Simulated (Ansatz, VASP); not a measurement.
Two plane-wave programs on CdSe

```xyz
4
Lattice="4.3223 0.0000 0.0000 -2.1611 3.7432 0.0000 0.0000 0.0000 7.0632" Properties=species:S:1:pos:R:3 pbc="T T T"
Cd    2.1611    1.2477   -0.0008
Cd    0.0000    2.4955    3.5308
Se    2.1611    1.2477    2.6495
Se    0.0000    2.4955    6.1811
```

Alike in both runs: functional PBE; dispersion D3(BJ); k mesh 6 × 6 × 4; occupations gaussian, width 0.02 eV; no spin polarisation.

Ansatz relaxed the structure, and its values are those at the end. VASP's run is a single point on that final structure, the one shown.

|  | VASP | Ansatz |
| --- | --- | --- |
| version | VASP 6.6.1 | Ansatz 0.2.0 |
| potentials or method | VASP PAW PBE potentials, release 64 (Cd, Se) | scalar-relativistic, plane waves, PAW |
| plane-wave cutoff (eV) | 520 | 420 |
| valence electrons in the cell | 36 | 72 |

```csv
,VASP,Ansatz,Ansatz less VASP
gap on the k mesh at the Fermi level (eV),0.63,0.63,+0.001
least direct gap on the mesh (eV),0.63,0.63,+0.001
pressure (GPa),0.3,0.0,-0.30
```

The two sets of potentials don't hold the same shells in valence. Ansatz warned: «structure_snapped_to_symmetry».

Expect the measured gap to be larger: semilocal functionals such as PBE lack the derivative discontinuity.
